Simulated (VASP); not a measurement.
**GaN in VASP 6.6.1, single-point calculation**

INCAR

```
ISIF = 2
ISMEAR = -1
EDIFF = 0.0001
LASPH = .TRUE.
LWAVE = .FALSE.
SIGMA = 0.02
LREAL = .FALSE.
LCHARG = .FALSE.
NBANDS = 16
GGA = PE
NELM = 120
NSW = 0
IBRION = -1
PREC = Accurate
ENCUT = 520
```

KPOINTS

```
KPOINTS created by Atomic Simulation Environment
0
Gamma
10 10 10
0 0 0
```

POSCAR

```
Ga N
 1.0000000000000000
     0.0000000000000000    2.2489525411000000    2.2039734903000001
     2.2489525411000000    0.0000000000000000    2.2039734903000001
     2.2489525411000000    2.2489525411000000    0.0000000000000000
 Ga  N
   1   1
Cartesian
  0.0000000000000000  0.0000000000000000  0.0000000000000000
  1.1244762705500000  1.1244762705500000  1.1019867451500001
```

The recommended PBE PAW datasets give the neutral cell 18 valence electrons.

Command

```
mpirun -np 1 vasp_std
```

Predict the outcome of this run.

It converged. Results: gap between bands v and c on the k mesh 1.83 eV; least direct gap on the k mesh 1.83 eV; pressure 10.4 GPa. Band v is the last that the valence electrons fill when counted band by band, and c is the next.

OSZICAR

```
N       E                     dE             d eps       ncg     rms          rms(c)
DAV:   1     0.778438797167E+02    0.77844E+02   -0.94190E+03  3712   0.203E+03
DAV:   2    -0.872276429998E+01   -0.86567E+02   -0.81352E+02  3744   0.321E+02
DAV:   3    -0.140962123121E+02   -0.53734E+01   -0.53514E+01  3776   0.687E+01
DAV:   4    -0.141554516667E+02   -0.59239E-01   -0.59226E-01  4216   0.760E+00
DAV:   5    -0.141562685979E+02   -0.81693E-03   -0.81692E-03  3896   0.791E-01    0.781E+00
DAV:   6    -0.121089053695E+02    0.20474E+01   -0.48763E+00  4928   0.406E+01    0.268E+00
DAV:   7    -0.121197487078E+02   -0.10843E-01   -0.33477E-01  3568   0.652E+00    0.178E+00
DAV:   8    -0.121160223831E+02    0.37263E-02   -0.53317E-02  3840   0.332E+00    0.751E-01
DAV:   9    -0.121120439619E+02    0.39784E-02   -0.14497E-02  4872   0.284E+00    0.186E-01
DAV:  10    -0.121123589837E+02   -0.31502E-03   -0.15673E-03  3976   0.570E-01    0.860E-02
DAV:  11    -0.121122599093E+02    0.99074E-04   -0.26480E-04  3264   0.252E-01
   1 F= -.12112260E+02 E0= -.12112260E+02  d E =-.125065E-12
```

For comparison, a separate PBE run of the intended cell, on usual settings and not on those above, gives a gap of 1.83 eV on its mesh and a pressure of 10.4 GPa.
